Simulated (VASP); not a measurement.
A run of VASP 6.6.1 is set up as follows.

Contents of INCAR:

```
SYSTEM = InP
PREC = Accurate
ENCUT = 520
EDIFF = 1E-7
ISMEAR = 0
SIGMA = 0.05
LREAL = .False.
LASPH = .True.
NELM = 100
ALGO = Fast
ISIF = 2
LWAVE = .False.
LCHARG = .True.
LELF = .True.
LVHAR = .True.
NBANDS = 16
```

File KPOINTS:

```
regular mesh
0
Gamma
  6 6 6
  0 0 0
```

Contents of POSCAR:

```
InP
1.0
    0.0000000000      2.7221624689      2.7221624689
    2.7221624689      0.0000000000      2.7221624689
    2.7221624689      2.7221624689      0.0000000000
In P
1 1
Direct
    0.0000000000      0.0000000000      0.0000000000
    0.5000000000      0.5000000000      0.5000000000
```

Potentials or basis: VASP PAW LDA potentials, release 64 (In_d, P).

Run with:

```sh
$ cat potpaw_LDA.64/In_d/POTCAR potpaw_LDA.64/P/POTCAR > POTCAR
$ mpirun -np 1 vasp_std > vasp.out
```

(1) Estimate the pressure.

(2) Predict the band gap on the k mesh.

Results:

(1) -1.1 GPa.

(2) none (metal or under the smearing width).
